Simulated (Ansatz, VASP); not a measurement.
InSb in VASP and in Ansatz

INCAR

```
PREC = Accurate
ENCUT = 520
EDIFF = 1E-6
ISMEAR = -1
SIGMA = 0.1
LREAL = False
LASPH = True
NELM = 80
ALGO = Normal
ISIF = 2
LWAVE = False
LCHARG = True
GGA = CA
LELF = True
LVHAR = True
NBANDS = 16
```

The input KPOINTS:

```
Automatic mesh
0
Gamma
  11 11 11
```

The input POSCAR:

```
InSb
1.0
    0.0000000000      3.2249436053      3.2249436053
    3.2249436053      0.0000000000      3.2249436053
    3.2249436053      3.2249436053      0.0000000000
In Sb
1 1
Direct
    0.0000000000      0.0000000000      0.0000000000
    0.2500000000      0.2500000000      0.2500000000
```

Input for Ansatz:

```yaml
crystal:
  lattice:
    - [0.0, 3.2249436053, 3.2249436053]
    - [3.2249436053, 0.0, 3.2249436053]
    - [3.2249436053, 3.2249436053, 0.0]
  atoms:
    - { symbol: In, position: [0.0, 0.0, 0.0] }
    - { symbol: Sb, position: [0.25, 0.25, 0.25] }
kpoints:
  mp_grid: { grid: [11, 11, 11] }
  band_path:
    path:
      - [0.0, 0.0, 0.0]
      - [-0.5, -0.5, 0.0]
      - [-0.375, -0.375, 0.25]
      - [-0.375, 0.0, 0.375]
      - [0.0, 0.0, 0.0]
      - [0.0, 0.0, 0.5]
      - [-0.5, -0.25, 0.25]
      - [-0.5, -0.5, 0.0]
    npoints: 8
scf:
  occupations: { method: fermi_dirac, width: 0.1 }
hamiltonian:
  xc: lda
  pseudopotentials: { kind: paw }
output:
  forces: true
  stress: true
  eigenvalues: true
  populations: true
  dos: { projected: true, de: 0.2, e_range: [-14, 8] }
```

Change from the starting cell: volume scaled by 1, PAW files.

Alike in both runs: task single point; functional LDA; k mesh 11 × 11 × 11; occupations fermi-dirac, width 0.1 eV; no spin polarisation.

|  | VASP | Ansatz |
| --- | --- | --- |
| version | VASP 6.6.1 | Ansatz 0.2.0 |
| potentials or method | VASP PAW LDA potentials, release 64 (In_d, Sb) | PAW with Ansatz's default frozen-core files, scalar-relativistic |
| plane-wave cutoff (eV) | 520 | 420 |
| valence electrons in the cell | 18 | 28 |

```tsv
	VASP	Ansatz	Ansatz less VASP
pressure (GPa)	0.1	0.0	-0.08
```

The two sets of potentials don't hold the same shells in valence.

Spin-orbit coupling is left out, which matters for the levels of Sb.
